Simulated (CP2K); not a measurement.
Runs of CP2K 2026.2 on PtSe2 (Sudovikovite). It takes space group P-3m1 (No. 164, trigonal). The conventional cell has a = 3.724 Å, b = 3.724 Å, c = 5.062 Å, α = 90.00°, β = 90.00°, γ = 120.00°. Pt (site symmetry -3m) has 6 Se at 2.49 Å as nearest neighbours. Se (site symmetry 3m) is surrounded by 3 Pt at 2.49 Å. 

```tsv
level	potentials or basis	smearing	EPS_DEFAULT	NGRIDS	points a segment of the path (NPOINTS)	bands added on the path	CUTOFF of the grids	gap on the mesh (eV)	pressure (GPa)	largest force (eV/Å)
LDA	GTH_POTENTIALS Pt GTH-PADE-q18, Se GTH-PADE-q6; TZVP-MOLOPT-PBE-GTH basis	fermi-dirac 0.01 eV	1.0E-9	4	8	4	450 Ry	none	(a)	(b)
PBE	POTENTIAL_UZH Pt GTH-PBE-q18, Se GTH-PBE-q6; TZVP-MOLOPT-PBE-GTH basis	fermi-dirac 0.0259 eV	1.0E-10	5	8	2	450 Ry	none	8.5	0.71
r2SCAN	POTENTIAL_UZH Pt GTH-SCAN-q18, Se GTH-SCAN-q6; TZVP-MOLOPT-SCAN-GTH basis	fermi-dirac 0.0259 eV	1.0E-9	4	10	6	675 Ry	none	6.0	(c)
PBEsol	POTENTIAL_UZH Pt GTH-PBE-q18, Se GTH-PBE-q6; TZVP-MOLOPT-PBE-GTH basis	fermi-dirac 0.05 eV	1.0E-9	5	10	2	450 Ry	none	4.5	0.58
```

Alike in all rows: task band structure; no spin polarisation; cell as given; k mesh 8 × 8 × 5.

Estimate the missing entries.

(a) -3.1; (b) 0.31; (c) 0.54.

Caveats: spin-orbit coupling is left out, which moves the levels of the heavy elements; the basis of atomic orbitals isn't converged, which shifts pressures, moduli and gaps; the potentials were made for another functional, which shifts forces and pressure (some runs).

A k mesh can miss the band edges, and the runs leave out spin-orbit coupling on Pt, Se.

A gap of «none» marks a metal or a gap under the smearing width.
